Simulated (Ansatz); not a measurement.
**SrTiO3: levels along high-symmetry lines**

```xyz
5
Lattice="3.9050 0.0000 0.0000 0.0000 3.9050 0.0000 0.0000 0.0000 3.9050" Properties=species:S:1:pos:R:3 pbc="T T T"
Sr    0.0000    0.0000    0.0000
Ti    1.9525    1.9525    1.9525
O     0.0000    1.9525    1.9525
O     1.9525    0.0000    1.9525
O     1.9525    1.9525    0.0000
```

Atoms are numbered in the order listed.

The cell is COD entry 7212245, as deposited and not checked against the literature; nothing was relaxed.

Method: Ansatz 0.2.0, DFT, PBE, all-electron LAPW, scalar-relativistic.

The runs use a Γ-centred 7×7×7 k mesh, Fermi–Dirac smearing of 0.05 eV, basis error target 1 meV/atom, no spin polarisation.

Points in fractions of the reciprocal vectors of this cell: Γ (0, 0, 0), X (0, 0.5, 0), M (0.5, 0.5, 0), R (0.5, 0.5, 0.5). The path joins them by straight lines in the order Γ–X–M–Γ–R–X–R–M; legs that retrace an earlier one aren't tabulated. Energies are in eV from the top of the valence band.

(1) Is there a gap, and where are the band edges?

(2) List the levels between -8 and 5 eV at the symmetry points.

## Answers

(1) 1.88 eV, indirect from R (0.5, 0.5, 0.5) to Γ.

(2) 
Γ: -2.81 (×3), -1.17 (×3), -0.35 (×3), 1.88 (×3), 4.34 (×2)
X: -4.31, -2.83 (×2), -2.47, -2.35 (×2), -1.97, -0.72 (×2), 2.05, 3.81 (×2), 4.36
M: -4.63, -4.51, -4.18, -2.84 (×2), -1.71, -1.56 (×2), -0.09, 3.81 (×2), 4.27
R: -4.62, -4.16 (×2), -3.72 (×3), 0.00 (×3), 4.49 (×3)
